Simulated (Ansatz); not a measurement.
# How far is this NaH from the hull?

These are results of Ansatz 0.2.0, DFT PBE, scalar-relativistic, plane waves, PAW, not measurements. Settings: cutoff 420 eV, Γ-centred meshes spaced at most about 0.3 Å⁻¹ (2π included), Gaussian smearing. No spin polarisation.

The zero of energy is the elements' standard structures at the same level (H₂ as a molecule); no fitted shifts are applied.

All energies are static (0 K, no zero-point motion). With hydrogen, zero-point motion can shift formation energies by some tens of meV/atom.

The competitors are the elements and 1 reference phase of this chemical system (from databases or known types: NaH), relaxed at the same level; other known phases may be missing.

The candidate was reached from: TmSi type (Cmcm).

```
CELL_PARAMETERS angstrom
1.63066 -5.79629 0.00000
1.63066 5.79629 0.00000
0.00000 0.00000 3.35388
ATOMIC_POSITIONS crystal
Na 0.85521 0.14479 0.75000
Na 0.14479 0.85521 0.25000
H 0.64389 0.35612 0.75000
H 0.35612 0.64389 0.25000
```

Q: Is it stable, and against what?

A: Not the lowest form: another structure of the same formula lies lower. Its formation energy is -0.134 eV/atom. The lowest competing phase at this composition is this:

```tsv
phase	space group	source	share of atoms	ΔE_f (eV/atom)
NaH	Fm-3m (No. 225)	COD	1.0000	-0.196
```

The candidate lies 62 meV/atom above this phase (63 meV/atom from unrounded values). The candidate matches no cell in the subsets of the Crystallography Open Database and the Materials Project at hand. Checks: imaginary modes on a 2×2×2 q mesh (to 61i cm⁻¹). So it is a saddle point, neither stable nor metastable. Shaken at random and relaxed again it fell by 63 meV/atom, so it probably isn't a firm minimum.
